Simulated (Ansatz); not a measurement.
**ZrB2: one crystal by all-electron and frozen-core methods**

Does the method matter for ZrB2? The same cell, functional and mesh are run with LAPW, all electrons, PAW on the default files and datasets made for this crystal.

Computed with Ansatz 0.2.0 (DFT PBE, scalar-relativistic, unless a step's input says otherwise).

### 1 Starting point

Symmetry: P6/mmm, No. 191, hexagonal system. Conventional cell: a = 3.165 Å, b = 3.165 Å, c = 3.520 Å, α = 90.00°, β = 90.00°, γ = 120.00°. Zr (site symmetry 6/mmm) is surrounded by 12 B at 2.54 Å. B (site symmetry -6m2) has 3 B at 1.83 Å and 6 Zr at 2.54 Å as nearest neighbours.

Structure file:

```xyz
3
Lattice="3.1650 0.0000 0.0000 -1.5825 2.7410 0.0000 0.0000 0.0000 3.5200" Properties=species:S:1:pos:R:3 pbc="T T T"
Zr    0.0000    0.0000    0.0000
B     0.0000    1.8273    1.7600
B     1.5825    0.9137    1.7600
```

The structure is an experimental refinement, used without relaxation.

Atoms are numbered in the order of the input: Zr1, B2, B3.

### 2 LAPW, all electrons

Input file input.yaml:

```yaml
crystal:
  lattice:
    - [3.1649998255, 0.0, 0.0]
    - [-1.5824999128, 2.7409702519, 0.0]
    - [0.0, 0.0, 3.52]
  atoms:
    - { symbol: Zr, position: [0.0, 0.0, 0.0] }
    - { symbol: B, position: [0.3333333333, 0.6666666667, 0.5] }
    - { symbol: B, position: [0.6666666667, 0.3333333333, 0.5] }
kpoints:
  mp_grid: { grid: [12, 12, 9] }
  band_path:
    path:
      - [0.0, 0.0, 0.0]
      - [0.5, 0.0, 0.0]
      - [0.3333333333, 0.3333333333, 0.0]
      - [0.0, 0.0, 0.0]
      - [0.0, 0.0, 0.5]
      - [0.5, 0.0, 0.5]
      - [0.3333333333, 0.3333333333, 0.5]
      - [0.0, 0.0, 0.5]
      - [0.5, 0.0, 0.5]
    npoints: 14
scf:
  occupations: { method: fermi_dirac, width: 0.05 }
hamiltonian:
  xc: pbe
  pseudopotentials: { kind: all_electron, lapw: { basis_error: 0.001 } }
output:
  forces: true
  stress: true
  eigenvalues: true
  fatbands: true
  populations: true
  dos: { projected: true, de: 0.2, e_range: [-14, 8] }
```

On the command line:

```sh
ansatz run input.yaml --threads 1 --pin off --max-ram 6144MiB --backend cpu --events-out ev --progress --plain --runs-dir out
```

The log of the run:

```text
Zr: projections on atomic orbitals take those of the free atom 1s2 2s2 2p6 3s2 3p6 3d10 4s2 4p6 4d2 5s2, of charge +0.00 (hamiltonian.pseudopotentials.projection_atoms)
B: projections on atomic orbitals take those of the free atom 1s2 2s2 2p1, of charge +0.00 (hamiltonian.pseudopotentials.projection_atoms)
LAPW: plane waves up to 8.606 Å⁻¹, error target 1.0e-3 eV per atom; small_component_spin mean_spin; B in spheres of 0.914 Å, 5 of its electrons in bands, Dirac shells []; Zr in spheres of 1.248 Å, 30 of its electrons in bands, Dirac shells []
Engine: ansatz 0.2.0
Pseudopotentials: kind: all_electron
Pseudopotential: Zr, LAPW, valence charge 30, Koelling and Harmon's equation, gaussian nucleus
Pseudopotential: B, LAPW, valence charge 5, Koelling and Harmon's equation, gaussian nucleus
Functional definition: PBE
  parameter kappa = 0.804
  parameter beta = 0.06672455060314922
  exchange = pbe_x(kappa = kappa, mu = beta*pi^2/3)
  correlation = pbe_c(beta = beta)
Crystal: 3 atoms, lattice volume = 30.537 Å³
Basis set: ecut = 282.1913055108827 eV, 339 PW (Γ), exchange–correlation at level 2
Bands: 24, of which v1, the nominal top of the filled ones, is band 20 counted from 1 (19 counted from 0)
Symmetry: 24 space group operations
Space group: P6/mmm (ITA 191), of the structure as read, at distance tolerance 3.1e-5 Å
k-points: 95 of 1296
Non-local potential: Zr, projectors of the file, none
Non-local potential: B, projectors of the file, none
Initial density: superposition of atomic densities (chi_scale 0.1, normalization cell, long waves kept (reshape's long-wave potential 0.00 eV rms))
Initial wavefunctions: plane waves of lowest kinetic energy (no species holds an atomic orbital)
Functional: x = pbe(κ = 0.804, μ = 0.2195149727645171), c = pbe(β = 0.06672455060314922)
iter 1 solved again at ethr=7.77e-3 eV; its pass at ethr=1.00e-1 eV (dr2=3.11e0 eV) is discarded
SCF iter   1: F=—  HF=-99283.665767 eV  |F-HF|=—  |Δ(HF+E_count)|=         —  Δρ=7.18e-2  dr2=3.11e0  ethr=7.77e-3  ⟨swp⟩=2.0  Hψ=14956  notcnv=0
preconditioner: auto → none  [insulator: Δε(μ)=0.124 eV  Ē_g=17.074 eV  σ=0.050 eV  W_gap=0.54  n_scr=8 (ndim 8)  ℏωp=26.9 eV  f_vac=0.000  D(μ)=0.20/eV (n_scr^D=0)  ε∞_Penn≈3.5]
SCF iter   2: F=—  HF=-99282.740025 eV  |F-HF|=—  |Δ(HF+E_count)|=   9.26e-1  Δρ=2.62e-2  dr2=4.66e-1  ethr=7.77e-3  ⟨swp⟩=3.0  Hψ=6908  notcnv=0
iter 3 solved again at ethr=5.24e-5 eV; its pass at ethr=1.16e-3 eV (dr2=2.10e-2 eV) is discarded
SCF iter   3: F=—  HF=-99282.552903 eV  |F-HF|=—  |Δ(HF+E_count)|=   1.87e-1  Δρ=8.32e-3  dr2=2.10e-2  ethr=5.24e-5  ⟨swp⟩=2.0  Hψ=12097  notcnv=0
SCF iter   4: F=—  HF=-99282.549536 eV  |F-HF|=—  |Δ(HF+E_count)|=         —  Δρ=1.55e-3  dr2=8.63e-4  ethr=5.24e-5  ⟨swp⟩=3.0  Hψ=6980  notcnv=0
the basis was enlarged: its passes take 61.1 KiB over the memory plan, 1 of 1 planned eigensolver slots
SCF iter   5: F=—  HF=-99282.549248 eV  |F-HF|=—  |Δ(HF+E_count)|=   2.88e-4  Δρ=2.40e-4  dr2=8.27e-6  ethr=2.16e-6  ⟨swp⟩=3.0  Hψ=6847  notcnv=0
SCF iter   6: F=—  HF=-99282.549256 eV  |F-HF|=—  |Δ(HF+E_count)|=   8.18e-6  Δρ=4.63e-5  dr2=4.73e-7  ethr=2.07e-8  ⟨swp⟩=2.7  Hψ=6626  notcnv=0
SCF iter   7: F=-99282.549256 eV  HF=-99282.549256 eV  |F-HF|=5.82e-9  |Δ(HF+E_count)|=   3.51e-7  Δρ=3.94e-6  dr2=3.49e-9  ethr=1.18e-9  ⟨swp⟩=3.0  Hψ=6672  notcnv=0
SCF 1 converged in 7 iterations: F = -99282.549256 eV  dr2 = 3.49e-9
NSCF: frozen V_eff on 113 k-points
SCF converged after 7 iterations
Free energy (F): -99282.549256 eV
Harris-Foulkes:  -99282.549256 eV  (|F-HF|=5.82e-9)
Internal energy: -99282.547330 eV  (E = F + TS)
E sigma→0 (E₀):  -99282.548293 eV
Entropy (-TS):   -0.001926 eV (-0.642 meV/atom)
Fermi energy:    17.483004 eV
--- Per-component energies (eV) ---
  E_band       = -4654.893624
  E_kinetic    = 102499.475450
  E_xc         = -3335.765967
  E_electrostatic = -198446.256813  (all electrons and nuclei)
  E_smearing   = -0.001926  (= −TS)
  E_closure    = 0.000000  (closes the sum)
  E_atoms      = -99258.785664  (free atoms, spherical and without spin; not in F)
  Σ components = -99282.549256   (vs F -99282.549256, Δ=0.00e0)
  Basis errors (estimates in eV, not in F): energy 4.9e-4 per atom: plane waves 4.5e-4 (2.5e-4 summed), levels above the bands 1.9e-44, relativity 2.1e-8, radial functions 4.4e-5, core shells 6.4e-12; eigenvalues (radial functions only) 6.3e-6; not estimated: angular momenta, meshes, grids; target (lapw.basis_error) 1.0e-3; muffin-tin radii B 0.914 Å, Zr 1.248 Å
--- Forces (eV/Å), atoms counted from 1 ---
  atom   1  Zr     0.00000000    -0.00000000     0.00000000
  atom   2  B     -0.00000000    -0.00000000     0.00000000
  atom   3  B      0.00000000     0.00000000     0.00000000
  max |Σ_I F_I| component: 1.85e-17 eV/Å
--- Stress (GPa, compression-positive) ---
        1.925893       0.000000       0.000000
        0.000000       1.925893       0.000000
        0.000000       0.000000       3.446925
  P = ⅓ Tr σ = 2.4329 GPa (24.329 kbar)
--- Band table (eV; the first three rows and the last of 95) ---
  k-point 0: bands = ["-380.9513", "-293.8442", "-293.8267", "-293.8267", "-155.9524", "-155.9428", "-150.9981", "-150.9948", "-150.9948", "-150.9809", "-150.9809", "-31.2008", "-9.3933", "-8.8341", "-8.8341", "4.6419", "14.7422", "14.7422", "14.8092", "15.0743", "20.8289", "20.8289", "21.6270", "21.6270"]
  k-point 1: bands = ["-380.9513", "-293.8442", "-293.8267", "-293.8267", "-155.9524", "-155.9428", "-150.9981", "-150.9948", "-150.9948", "-150.9809", "-150.9809", "-31.1984", "-9.4393", "-8.8310", "-8.8310", "4.8265", "13.7408", "14.8591", "14.8591", "16.0874", "19.9832", "19.9832", "21.2483", "21.2483"]
  k-point 2: bands = ["-380.9513", "-293.8442", "-293.8267", "-293.8267", "-155.9524", "-155.9428", "-150.9981", "-150.9948", "-150.9948", "-150.9809", "-150.9809", "-31.1924", "-9.5533", "-8.8230", "-8.8230", "5.3346", "12.5110", "15.2020", "15.2020", "17.2183", "18.9178", "18.9178", "20.3260", "20.3260"]
  k-point 94: bands = ["-380.9513", "-293.8442", "-293.8267", "-293.8267", "-155.9476", "-155.9476", "-150.9981", "-150.9948", "-150.9948", "-150.9809", "-150.9809", "-31.0488", "-9.4800", "-9.4477", "-9.4477", "8.6495", "8.6495", "12.4005", "14.7207", "14.7207", "21.5155", "23.2295", "23.2295", "24.1252"]
--- Löwdin populations: 3 sites ---
  site symbol       q [e]
     0     Zr     39.2570
     1      B      5.3579
     2      B      5.3579
  spilling = 0.000545 (of n_electrons = 50.000000)
```

It took 16 s on 1 thread of Intel Xeon 6975P-C (Granite Rapids), shared host; peak memory 0.42 GiB.

Result: pressure 2.43 GPa; no gap.

At the corners of the path (eV, zero at the Fermi level):

```csv
point,band 17,band 18,band 19,band 20,band 21,band 22,band 23
Γ,-2.74,-2.74,-2.67,-2.41,3.35,3.35,4.14
M,-8.60,-3.99,-3.15,-2.78,2.17,2.24,4.87
K,-7.87,-7.02,-2.54,-2.54,1.49,1.49,3.07
Γ,-2.74,-2.74,-2.67,-2.41,3.35,3.35,4.14
A,-7.06,-1.06,-1.06,0.23,0.23,0.70,0.70
L,-7.08,-4.73,-4.23,-2.08,3.72,4.02,5.25
H,-8.86,-5.01,-2.76,-2.76,4.06,6.01,6.01
A,-7.06,-1.06,-1.06,0.23,0.23,0.70,0.70
L,-7.08,-4.73,-4.23,-2.08,3.72,4.02,5.25
```

States per cell in windows of 1 eV (zero at the Fermi level; grid of 0.20 eV, so sharp peaks spill over the borders):

```csv
from,to,total,Zr 4d,B 2p,B 2s
-10,-9,0.74,0.16,0.22,0.31
-9,-8,0.27,0.05,0.11,0.10
-8,-7,0.67,0.12,0.33,0.20
-7,-6,0.54,0.10,0.30,0.11
-6,-5,0.77,0.15,0.49,0.07
-5,-4,1.21,0.26,0.84,0.05
-4,-3,2.06,0.62,1.31,0.04
-3,-2,1.49,0.63,0.80,0.01
-2,-1,0.84,0.58,0.24,0.00
-1,0,0.24,0.18,0.05,0.00
0,1,0.44,0.31,0.12,0.00
1,2,1.09,0.71,0.31,0.04
2,3,1.29,0.93,0.26,0.05
3,4,1.46,1.04,0.29,0.07
4,5,1.95,1.35,0.35,0.16
```

### 3 PAW on the default files

input.yaml, as its differences from that of step 2:

```diff
@@ -27,3 +27,3 @@
   xc: pbe
-  pseudopotentials: { kind: all_electron, lapw: { basis_error: 0.001 } }
+  pseudopotentials: { kind: paw }
 output:
@@ -32,4 +32,9 @@
   eigenvalues: true
-  fatbands: true
+  efg: { contact_densities: true }
   populations: true
+  bader: true
   dos: { projected: true, de: 0.2, e_range: [-14, 8] }
+  write_density: true
+  write_potential: true
+  elf: true
+  volumetric_format: npy
```

On the command line:

```sh
ansatz run input.yaml --threads 1 --pin off --max-ram 6144MiB --backend cpu --events-out ev --progress --plain --runs-dir out
```

The log of the run:

```text
Zr: output.efg is read without spin–orbit coupling, which moves field gradients at and beside such atoms by some per cent and up to a factor of two; PAW files take it under magnetization.noncollinear and magnetization.spin_orbit
Engine: ansatz 0.2.0
Pseudopotentials: kind: paw
Pseudopotential: Zr, paw, valence charge 12, recommended cutoff 420 eV (normal)
Pseudopotential: B, paw, valence charge 3, recommended cutoff 420 eV (normal)
Functional definition: PBE
  parameter kappa = 0.804
  parameter beta = 0.06672455060314922
  exchange = pbe_x(kappa = kappa, mu = beta*pi^2/3)
  correlation = pbe_c(beta = beta)
Crystal: 3 atoms, lattice volume = 30.537 Å³
Basis set: ecut = 420 eV, 563 PW (Γ), exchange–correlation on 48×48×48 points (8 copies of the dense FFT grid, shifted against one another)
Bands: 13, of which v1, the nominal top of the filled ones, is band 9 counted from 1 (8 counted from 0)
Symmetry: 24 space group operations
Space group: P6/mmm (ITA 191), of the structure as read, at distance tolerance 3.1e-5 Å
k-points: 95 of 1296
Non-local potential: Zr, projectors of the file, l = 0: 3, l = 1: 2, l = 2: 2, l = 3: 2
Non-local potential: B, projectors of the file, l = 0: 2, l = 1: 2, l = 2: 1
PAW form: soft (Blöchl's): semilocal exchange-correlation on the pseudo side does not see the compensation charge
PAW one-centre angular grid: Zr, 590 points (default); XC on 64 Gauss nodes
PAW one-centre angular grid: B, 110 points (default); XC on 64 Gauss nodes
Initial density: superposition of atomic densities (neutral atoms: chi_scale 0, normalization atom), corrected by the library's trained network
Initial wavefunctions: pseudopotential atomic-orbital guess
Functional: x = pbe(κ = 0.804, μ = 0.2195149727645171), c = pbe(β = 0.06672455060314922)
SCF iter   1: F=—  HF=-4498.722488 eV  |F-HF|=—  |Δ(HF+E_count)|=         —  Δρ=1.41e-3  dr2=4.37e-4  ethr=1.77e-3  ⟨swp⟩=5.0  Hψ=6081  notcnv=0
preconditioner: auto → none  [metal: Δε(μ)=0.075 eV  Ē_g=8.893 eV  σ=0.050 eV  W_gap=0.32  n_scr=8 (ndim 8)  ℏωp=21.2 eV  f_vac=0.000  D(μ)=0.22/eV (n_scr^D=0)  sad-step TF]
SCF iter   2: F=—  HF=-4498.722456 eV  |F-HF|=—  |Δ(HF+E_count)|=   3.24e-5  Δρ=8.29e-4  dr2=2.22e-4  ethr=2.43e-6  ⟨swp⟩=2.1  Hψ=2698  notcnv=0
SCF iter   3: F=—  HF=-4498.722461 eV  |F-HF|=—  |Δ(HF+E_count)|=   4.75e-6  Δρ=3.23e-4  dr2=2.83e-5  ethr=1.23e-6  ⟨swp⟩=2.0  Hψ=1711  notcnv=0
SCF iter   4: F=—  HF=-4498.722461 eV  |F-HF|=—  |Δ(HF+E_count)|=   5.22e-8  Δρ=1.04e-4  dr2=2.02e-6  ethr=1.57e-7  ⟨swp⟩=2.9  Hψ=2106  notcnv=0
SCF iter   5: F=—  HF=-4498.722460 eV  |F-HF|=—  |Δ(HF+E_count)|=   4.87e-7  Δρ=5.38e-5  dr2=6.35e-7  ethr=1.12e-8  ⟨swp⟩=2.0  Hψ=2089  notcnv=0
SCF iter   6: F=-4498.722460 eV  HF=-4498.722460 eV  |F-HF|=5.11e-8  |Δ(HF+E_count)|=   2.35e-7  Δρ=1.75e-5  dr2=6.54e-8  ethr=5.56e-10  ⟨swp⟩=5.5  Hψ=7113  notcnv=0
SCF 1 converged in 6 iterations: F = -4498.722460 eV  dr2 = 6.54e-8
NSCF: frozen V_eff on 113 k-points
SCF converged after 6 iterations
Free energy (F): -4498.722460 eV
Harris-Foulkes:  -4498.722460 eV  (|F-HF|=5.11e-8)
Internal energy: -4498.720533 eV  (E = F + TS)
E sigma→0 (E₀):  -4498.721497 eV
Entropy (-TS):   -0.001926 eV (-0.642 meV/atom)
Fermi energy:    15.988610 eV
--- Per-component energies (eV) ---
  E_band       = -23.192958
  E_kinetic    = 435.828157
  E_local      = -553.029185  (includes V_loc(G=0)·N_el)
  E_nonlocal   = 100.595922
  E_hartree    = 175.181595
  E_xc         = -229.166840
  E_vxc        = -271.630375  (∫ρ·V_xc dr)
  E_paw        = -3110.924219  (= ΣΔE_a)
  E_vpaw       = -85.314785  (= ΣTr[D̂ρ^β])
  E_aug_tail   = 0.000017  (compensation charges beyond the density's cutoff)
  E_ewald      = -1317.205980
  E_smearing   = -0.001926  (= −TS)
  E_closure    = 0.000000  (closes the sum)
  Σ components = -4498.722460   (vs F -4498.722460, Δ=0.00e0)
--- Forces (eV/Å), atoms counted from 1 ---
  atom   1  Zr     0.00000000     0.00000000     0.00000000
  atom   2  B     -0.00000000    -0.00000000     0.00000000
  atom   3  B      0.00000000     0.00000000     0.00000000
  max |Σ_I F_I| component: 3.70e-17 eV/Å
--- Stress (GPa, compression-positive) ---
        1.915163       0.000000       0.000000
        0.000000       1.915163       0.000000
        0.000000       0.000000       3.370428
  P = ⅓ Tr σ = 2.4003 GPa (24.003 kbar)
--- PAW observables at the nuclei: V_zz in 10²¹ V/m², potentials from the cell's mean, atoms counted from 1 ---
  atom   1  Zr V_zz =    +4.461636   η = 0.0000   by run symmetry: allowed
            electrostatic potential = -5930.357154 V   contact ρ = 490515.431708 e/Å³
  atom   2  B  V_zz =    +0.040707   η = 0.0000   by run symmetry: allowed
            electrostatic potential = -332.887099 V   contact ρ = 486.117004 e/Å³
  atom   3  B  V_zz =    +0.040707   η = 0.0000   by run symmetry: allowed
            electrostatic potential = -332.887099 V   contact ρ = 486.117004 e/Å³
--- Band table (eV; the first three rows and the last of 95) ---
  k-point 0: bands = ["-32.6947", "-10.8873", "-10.3269", "-10.3269", "3.1468", "13.2494", "13.2494", "13.3142", "13.5815", "19.3321", "19.3321", "20.1326", "20.1326"]
  k-point 1: bands = ["-32.6924", "-10.9333", "-10.3238", "-10.3238", "3.3315", "12.2471", "13.3665", "13.3665", "14.5931", "18.4879", "18.4879", "19.7542", "19.7542"]
  k-point 2: bands = ["-32.6863", "-11.0474", "-10.3158", "-10.3158", "3.8398", "11.0175", "13.7091", "13.7091", "15.7232", "17.4231", "17.4231", "18.8318", "18.8318"]
  k-point 94: bands = ["-32.5427", "-10.9740", "-10.9406", "-10.9406", "7.1545", "7.1545", "10.9082", "13.2270", "13.2270", "20.0195", "21.7328", "21.7328", "22.6291"]
--- Löwdin populations: 3 sites ---
  site symbol       q [e]
     0     Zr     11.2675
     1      B      3.3503
     2      B      3.3503
  spilling = 0.001769 (of n_electrons = 18.000000)
--- Bader charges: 3 sites ---
  site symbol  charge [e]  shift [e]
     0     Zr      1.5584     0.0007
     1      B     -0.7792     0.0004
     2      B     -0.7792     0.0004
  estimated error of the sums over rays = 5.3e-4 e
```

Run time: 16 s. Hardware: 1 thread of Intel Xeon 6975P-C (Granite Rapids), shared host; peak memory 0.44 GiB.

This run gives: pressure 2.40 GPa; no gap; Vzz Zr1 4.46 (η = 0.00), B2 0.04 (η = 0.00) (10²¹ V/m²).

```csv
atom,Bader charge (e),basin volume (Å³)
Zr1,+1.56,12.01
B2,-0.78,9.26
```

Density in a lattice plane of the grid's cell (edges 3.16 and 3.16 Å, at 0.500 of the third edge), which holds B.

Ten even steps from '0' (0.15 e/Å³) to '9' (0.79 e/Å³):
```
000012346789987543210000
001123467899986542110000
011234678999986532111000
122346788888876532211111
234567876567876543222122
445787643257876543333333
567887532368987654444445
788997544689987766656666
899998667999988877777788
999988888999999988888999
888777777888999976689999
766665666778998644579988
554444445678986323578876
433333334567875234678754
222122234567876567876543
111111223567888888764322
000011123568999987643211
000001124568999876432110
000001234578998764321000
000011235678987653211000
```
Columns run along the first of these edges and rows up along the second, over one cell in 24 and 20 even steps from the bottom left corner. Atoms in the plane (fractional): B at (0.33, 0.67), B at (0.67, 0.33).

ELF in the same plane.

Ten even steps from '0' (0.01) to '9' (0.86):
```
122345678999998876543221
223456677888887765433222
334556666556666665443323
455665543223456665544334
566764210001246766555455
777753100001467777665566
888752000013678887666677
998742000136899987666788
998742112468999876556789
998753235789998753235789
998765567899986421124789
988766678999863100024789
877666678887631000025788
766556677776410000135777
555455566764210001246766
443344556665432234556655
332334456666665566665543
222233456778888877665432
112234567889999987654322
112234578999999987543221
```
Columns run along the first of these edges and rows up along the second, over one cell in 24 and 20 even steps from the bottom left corner. Atoms in the plane (fractional): B at (0.33, 0.67), B at (0.67, 0.33).

Both are smooth fields of the valence electrons: close to the nuclei they are not physical.

Maxima of ELF outside the ion cores: 0.86 on the B–B line, 0.9 Å from B; 0.69 beside B, off the lines to its neighbours, 0.8 Å from B.

(Part 1 of 2 ends here.)
